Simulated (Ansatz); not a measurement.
Crystal: Al.

```xyz
1
Lattice="0.0000 2.0248 2.0248 2.0248 0.0000 2.0248 2.0248 2.0248 0.0000" Properties=species:S:1:pos:R:3 pbc="T T T"
Al    0.0000    0.0000    0.0000
```

| Property | Result |
| --- | --- |
| Program | Ansatz 0.2.0 |
| Task | relaxation of cell and atoms |
| Functional | PBE |
| Dispersion | D3(BJ) |
| Potentials or basis | Ansatz PAW |
| Cutoff | 420 eV (not typed: the program's choice for these potentials) |
| k mesh | 11 × 11 × 11 |
| Occupations | fermi-dirac, width 0.05 eV |
| Spin | no spin polarisation |

At the start: volume 16.60 Å³/atom.

How do energy, volume and symmetry change on relaxing?

It ends after 5 steps and the volume is 15.83 Å³/atom (-4.7 %); space group Fm-3m (No. 225, to 0.05 Å).

The path:
| step | energy change (eV) | largest force (eV/Å) | volume (Å³) |
| --- | --- | --- | --- |
| 1 | 0.0000 | 0.0000 | 16.60 |
| 2 | -0.0096 | 0.0000 | 15.69 |
| 3 | -0.0099 | 0.0000 | 15.84 |
| 4 | -0.0099 | 0.0000 | 15.83 |
| 5 | -0.0096 | 0.0000 | 15.83 |

Final structure:
```
CELL_PARAMETERS angstrom
0.00000 1.99285 1.99285
1.99285 0.00000 1.99285
1.99285 1.99285 0.00000
ATOMIC_POSITIONS crystal
Al 0.00000 0.00000 0.00000
```

The cell as given is a measured one (16.60 Å³/atom); PBE+D3(BJ) puts the equilibrium volume -4.7 % from it, thermal expansion not counted.

Caveat: the plane-wave basis is chosen anew once the cell has moved, so the energies of steps on either side of that aren't comparable.
